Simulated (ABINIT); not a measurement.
# Li (Im-3m) in ABINIT: notebook

The runs below take Li through equation of state, with revPBE+D3, LDA.

Program: ABINIT 10.8.3 (patched build). These are calculated values, not measurements. Logs are shortened: lines on timing, memory, paths and dates and some standing lists are left out, and cuts for length are marked. The log counts tension as positive stress, the text compression.

## 1. The crystal as given

The structure is cubic, space group Im-3m (No. 229). Conventional cell: a = 3.509 Å, b = 3.509 Å, c = 3.509 Å, α = 90.00°, β = 90.00°, γ = 90.00°. Around Li (site symmetry m-3m) lie 8 Li at 3.04 Å.

## 2. Equation of state, revPBE+D3

The input, run.abi:

```
# Datasets: one volume each
ndtset 7
getwfk -1
scalecart1 3*0.9795861087
scalecart2 3*0.9864848297
scalecart3 3*0.9932883884
scalecart4 3*1.0000000000
scalecart5 3*1.0066227096
scalecart6 3*1.0131594038
scalecart7 3*1.0196128224

# Pseudopotentials
pp_dirpath "./"
pseudos "Li.GGA_PBE-JTH.xml"

# Structure
acell 3*1.0
rprim
    -3.3158079446     3.3158079446     3.3158079446
     3.3158079446    -3.3158079446     3.3158079446
     3.3158079446     3.3158079446    -3.3158079446
ntypat 1
znucl 3
natom 1
typat 1
xred
     0.0000000000     0.0000000000     0.0000000000

# Plane-wave basis
ecut 15.0
pawecutdg 30.0

# k points
kptopt 1
ngkpt 11 11 11
nshiftk 1
shiftk 0.0 0.0 0.0

# Exchange and correlation
ixc 14
vdw_xc 6

# Bands and occupations
nband 6
occopt 3
tsmear 0.00183747

# SCF cycle
nstep 100
tolvrs 1.0e-9

# Output
iomode 3
prtwf 1
prtden 0
prteig 0
prtebands 0
```

Potentials or basis: JTH PAW PBE v2.0.

On the command line:

```bash
$ abinit run.abi > log 2>&1
```

run.abo:

```text
.Version 10.8.3 of ABINIT
 DATASET    1 : space group Im -3 m (#229); Bravais cI (body-center cubic)
================================================================================
 Values of the parameters that define the memory need for DATASET  1.
     intxc =       0    ionmov =       0      iscf =      17    lmnmax =       9
     lnmax =       5     mgfft =      20  mpssoang =       2    mqgrid =    3001
     natom =       1  nloc_mem =       2    nspden =       1   nspinor =       1
    nsppol =       1      nsym =      48    n1xccc =       1    ntypat =       1
    occopt =       3   xclevel =       2
       mpw =         392          nfft =        8000          nkpt =          56
 PAW method is used; the additional fine FFT grid is defined by:
   mgfftf=        30    nfftf =     27000
================================================================================
================================================================================
[... 71 lines left out ...]
 DATASET    7 : space group Im -3 m (#229); Bravais cI (body-center cubic)
================================================================================
 Values of the parameters that define the memory need for DATASET  7.
     intxc =       0    ionmov =       0      iscf =      17    lmnmax =       9
     lnmax =       5     mgfft =      24  mpssoang =       2    mqgrid =    3001
     natom =       1  nloc_mem =       2    nspden =       1   nspinor =       1
    nsppol =       1      nsym =      48    n1xccc =       1    ntypat =       1
    occopt =       3   xclevel =       2
       mpw =         444          nfft =       13824          nkpt =          56
 PAW method is used; the additional fine FFT grid is defined by:
   mgfftf=        30    nfftf =     27000
================================================================================
================================================================================

--------------------------------------------------------------------------------
------------- Echo of variables that govern the present computation ------------
--------------------------------------------------------------------------------
 -outvars: echo values of preprocessed input variables --------
            acell      1.0000000000E+00  1.0000000000E+00  1.0000000000E+00 Bohr
              amu      6.94100000E+00
             ecut      1.50000000E+01 Hartree
           getwfk          -1
                       outvar_i_n : Printing only first  50 k-points.
              ixc          14
           jdtset        1    2    3    4    5    6    7
                       outvar_i_n : Printing only first  50 k-points.
         kptrlatt       11    0    0      0   11    0      0    0   11
          kptrlen1     6.18849862E+01
          kptrlen2     6.23208103E+01
          kptrlen3     6.27506226E+01
          kptrlen4     6.31746261E+01
          kptrlen5     6.35930133E+01
          kptrlen6     6.40059665E+01
          kptrlen7     6.44136588E+01
            natom           1
            nband           6
[... 45 lines left out ...]
           useylm           1
           vdw_xc           6
                       outvars : Printing only first  50 k-points.
            znucl        3.00000

================================================================================

 chkinp: Checking input parameters for consistency, jdtset=   1.

 chkinp: Checking input parameters for consistency, jdtset=   2.
[... 40 lines left out ...]
 getcut: wavevector=  0.0000  0.0000  0.0000  ngfft=  30  30  30
         ecut(hartree)=     30.000   => boxcut(ratio)=   2.16273

--- Pseudopotential description ------------------------------------------------
- pspini: atom type   1  psp file is ./Li.GGA_PBE-JTH.xml
 Pseudopotential format is: paw10
 basis_size (lnmax)=  5 (lmn_size=  9), orbitals=   0   0   0   1   1
 Spheres core radius: rc_sph= 1.60264751
 Shapefunction is BESSEL type: shapef(r,l)=aa(1,l)*jl(q(1,l)*r)+aa(2,l)*jl(q(2,l)*r)
 Radius for shape functions =  1.30023672
 Compensation charge density is not taken into account in XC energy/potential

   1.71693665E+01                                ecore*ucvol(ha*bohr**3)
--------------------------------------------------------------------------------

================================================================================

--- !BeginCycle
iteration_state: {dtset: 1, }
solver: {iscf: 17, nstep: 100, nline: 4, wfoptalg: 10, }
tolerances: {tolvrs: 1.00E-09, }
...
[... 1119 lines left out ...]
-Cartesian components of stress tensor (GPa)         [Pressure= -1.2030E+00 GPa]
- sigma(1 1)=  1.20302753E+00  sigma(3 2)=  0.00000000E+00
- sigma(2 2)=  1.20302753E+00  sigma(3 1)=  0.00000000E+00
- sigma(3 3)=  1.20302753E+00  sigma(2 1)=  0.00000000E+00

== END DATASET(S) ==============================================================
================================================================================

 -outvars: echo values of variables after computation  --------
            acell      1.0000000000E+00  1.0000000000E+00  1.0000000000E+00 Bohr
           etotal1    -7.5480691367E+00
           etotal2    -7.5480452112E+00
           etotal3    -7.5480020806E+00
           etotal4    -7.5479406870E+00
           etotal5    -7.5478622116E+00
           etotal6    -7.5477675870E+00
           etotal7    -7.5476577384E+00
            fcart1    -0.0000000000E+00 -0.0000000000E+00 -0.0000000000E+00
            fcart2    -0.0000000000E+00 -0.0000000000E+00 -0.0000000000E+00
            fcart3    -0.0000000000E+00 -0.0000000000E+00 -0.0000000000E+00
            fcart4    -0.0000000000E+00 -0.0000000000E+00 -0.0000000000E+00
            fcart5    -0.0000000000E+00 -0.0000000000E+00 -0.0000000000E+00
            fcart6    -0.0000000000E+00 -0.0000000000E+00 -0.0000000000E+00
            fcart7    -0.0000000000E+00 -0.0000000000E+00 -0.0000000000E+00
            rprim1    -3.2481194016E+00  3.2481194016E+00  3.2481194016E+00
                       3.2481194016E+00 -3.2481194016E+00  3.2481194016E+00
                       3.2481194016E+00  3.2481194016E+00 -3.2481194016E+00
[... 17 lines left out ...]
                       3.3808402969E+00  3.3808402969E+00 -3.3808402969E+00
           strten1     5.6638672098E-06  5.6638672098E-06  5.6638672098E-06
                       0.0000000000E+00  0.0000000000E+00  0.0000000000E+00
           strten2     1.2428486455E-05  1.2428486455E-05  1.2428486455E-05
                       0.0000000000E+00  0.0000000000E+00  0.0000000000E+00
           strten3     1.8818130626E-05  1.8818130626E-05  1.8818130626E-05
                       0.0000000000E+00  0.0000000000E+00  0.0000000000E+00
           strten4     2.4845705466E-05  2.4845705466E-05  2.4845705466E-05
                       0.0000000000E+00  0.0000000000E+00  0.0000000000E+00
           strten5     3.0530632269E-05  3.0530632269E-05  3.0530632269E-05
                       0.0000000000E+00  0.0000000000E+00  0.0000000000E+00
           strten6     3.5857928742E-05  3.5857928742E-05  3.5857928742E-05
                       0.0000000000E+00  0.0000000000E+00  0.0000000000E+00
           strten7     4.0890074672E-05  4.0890074672E-05  4.0890074672E-05
                       0.0000000000E+00  0.0000000000E+00  0.0000000000E+00
 Calculation completed.
```

Wall time 21 s (1 thread of AMD EPYC 7B13 (Zen 3), shared host); peak memory 0.11 GiB.

What came out:

```
Equilibrium volume : 20.02 Å³/atom (rough: see the caveat)
Bulk modulus       : 9.8 GPa (rough)
```

Energy against volume, from the lowest point:
| volume (Å³/atom) | energy (meV/atom) |
| --- | --- |
| 20.312 | 0.00 |
| 20.744 | 0.65 |
| 21.177 | 1.82 |
| 21.609 | 3.50 |
| 22.041 | 5.63 |
| 22.473 | 8.21 |
| 22.905 | 11.19 |

Caveat: pressures at fixed basis lie under the slope of the energies; the fit is doubtful: noisy points or a state that changes with volume; the minimum lies outside the volumes run; the PAW data sets were made with another functional, which shifts forces and pressure a little.

## 3. Equation of state, LDA

The input, run.abi:

```
# Datasets: one volume each
ndtset 7
getwfk -1
scalecart1 3*0.9795861087
scalecart2 3*0.9864848297
scalecart3 3*0.9932883884
scalecart4 3*1.0000000000
scalecart5 3*1.0066227096
scalecart6 3*1.0131594038
scalecart7 3*1.0196128224

# Pseudopotentials
pp_dirpath "./"
pseudos "Li.LDA_PW-JTH.xml"

# Structure
acell 3.0391429495 3.0391429495 3.0391429495 Angstrom
rprim
    -0.5773502692     0.5773502692     0.5773502692
     0.5773502692    -0.5773502692     0.5773502692
     0.5773502692     0.5773502692    -0.5773502692
ntypat 1
znucl 3
natom 1
typat 1
xred
     0.0000000000     0.0000000000     0.0000000000

# Plane-wave basis
ecut 21.0
pawecutdg 42.0

# k points
kptopt 1
ngkpt 11 11 11
nshiftk 1
shiftk 0.0 0.0 0.0

# Exchange and correlation
ixc 7

# Bands and occupations
nband 6
occopt 3
tsmear 0.05 eV

# SCF cycle
nstep 100
tolvrs 1.0e-9

# Output
iomode 3
prtwf 1
prtden 0
prteig 0
prtebands 0
enunit 2
```

Potentials or basis: JTH PAW LDA v2.0.

On the command line:

```bash
$ abinit run.abi > log 2>&1
```

Wall time 23 s (1 thread of AMD EPYC 7B13 (Zen 3), shared host); peak memory 0.11 GiB.

It converged, with:

| Item | Value |
| --- | --- |
| Equilibrium volume | 18.77 Å³/atom (rough: see the caveat) |
| Bulk modulus | 12.2 GPa (rough) |

Energy against volume, from the lowest point:
```
volume (Å³/atom)  energy (meV/atom)
          20.312               0.00
          20.744               2.78
          21.177               6.15
          21.609              10.06
          22.041              14.50
          22.473              19.43
          22.905              24.80
```

Caveat: pressures at fixed basis lie under the slope of the energies; the fit is doubtful: noisy points or a state that changes with volume; the minimum lies outside the volumes run.
